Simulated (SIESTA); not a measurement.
CsSnI3:

```
Cs I Sn
1.0
     6.20570    0.00000    0.00000
     0.00000    6.20570    0.00000
     0.00000    0.00000    6.20570
Cs I Sn
1 3 1
Direct
  0.00000 0.00000 0.00000
  0.50000 0.50000 0.00000
  0.50000 0.00000 0.50000
  0.00000 0.50000 0.50000
  0.50000 0.50000 0.50000
```

Program: SIESTA 5.4.2. Alike in all runs: task band structure; no spin polarisation; cell as given; k mesh 5 × 5 × 5; smearing fermi-dirac 0.05 eV; grid cutoff 500 Ry.

Q: Order these runs on this cell by their pressure, lowest first.
A. level LDA; potentials or basis PseudoDojo 0.4 standard (LDA files), DZP (energy shift 0.003 Ry; two zetas on semicore shells; d shell added on Cs); energy shift 0.003 Ry
B. level RPBE; potentials or basis PseudoDojo 0.4 standard (PBE files), DZP (energy shift 0.002 Ry; d shell added on Cs); energy shift 0.002 Ry
C. level AM05; potentials or basis PseudoDojo 0.4 standard (PBEsol files), DZP (energy shift 0.002 Ry; d shell added on Cs); energy shift 0.002 Ry

A: A (-1.4 GPa), C (0.1 GPa), B (1.8 GPa).

Caveats: the cell was measured hot, at 500 K; the basis of atomic orbitals isn't converged, which shifts pressures, moduli and gaps; semicore shells carry a single zeta, which can move pressures by several GPa and volumes by a few percent (some runs); the potentials were made for another functional, which shifts forces and pressure (some runs).

Not every run made on this cell is shown here.
